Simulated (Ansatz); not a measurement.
Input of an Ansatz 0.2.0 run:

File input.yaml:

```yaml
crystal:
  lattice:
    - [3.5432, 0.0, 0.0]
    - [-1.7716, 3.0685012107, 0.0]
    - [0.0, 0.0, 5.0388]
  atoms:
    - { symbol: Pt, position: [0.0, 0.0, 0.0] }
    - { symbol: S, position: [0.6666666667, 0.3333333333, 0.773] }
    - { symbol: S, position: [0.3333333333, 0.6666666667, 0.227] }
hamiltonian:
  xc: lda
  pseudopotentials: { kind: paw_fr }
magnetization:
  noncollinear: true
  spin_orbit: true
kpoints:
  mp_grid: { grid: [7, 7, 4] }
  band_path:
    path:
      - [[0.0, 0.0, 0.0], [0.5, 0.0, 0.0], [0.3333333333, 0.3333333333, 0.0], [0.0, 0.0, 0.0], [0.0, 0.0, 0.5], [0.5, 0.0, 0.5], [0.3333333333, 0.3333333333, 0.5], [0.0, 0.0, 0.5]]
      - [[0.5, 0.0, 0.5], [0.5, 0.0, 0.0]]
      - [[0.3333333333, 0.3333333333, 0.0], [0.3333333333, 0.3333333333, 0.5]]
    npoints: 14
scf:
  occupations: { method: fermi_dirac, width: 0.05 }
  n_extra_bands: 7
output:
  forces: true
  stress: true
  eigenvalues: true
  fatbands: true
```

Potentials or basis: Ansatz PAW.

The run is started by

```console
$ ansatz run input.yaml --threads 2 --pin off --max-ram 5632MiB --backend cpu --events-out ev --progress --plain --runs-dir out
```

Q: Estimate the band gap along the path.

A: 0.91 eV, indirect (least direct gap 1.48 eV).

Q: Predict the largest force.

A: 0.822 eV/Å.

Q: Predict the band gap on the k mesh.

A: 0.77 eV, indirect (least direct gap 0.92 eV).

Q: What does it give for the pressure?

A: 3.6 GPa.

Forces in eV/Å, atoms in the order of the input:
```
Pt   0.000  0.000  0.000
S    0.000  0.000 -0.822
S    0.000  0.000  0.822
```

Caveat: the PAW data sets come from PBE, with cores solved anew for the run's functional, which leaves a small shift of forces and pressure. LDA gaps usually lie below the measured ones, often by a third to a half.
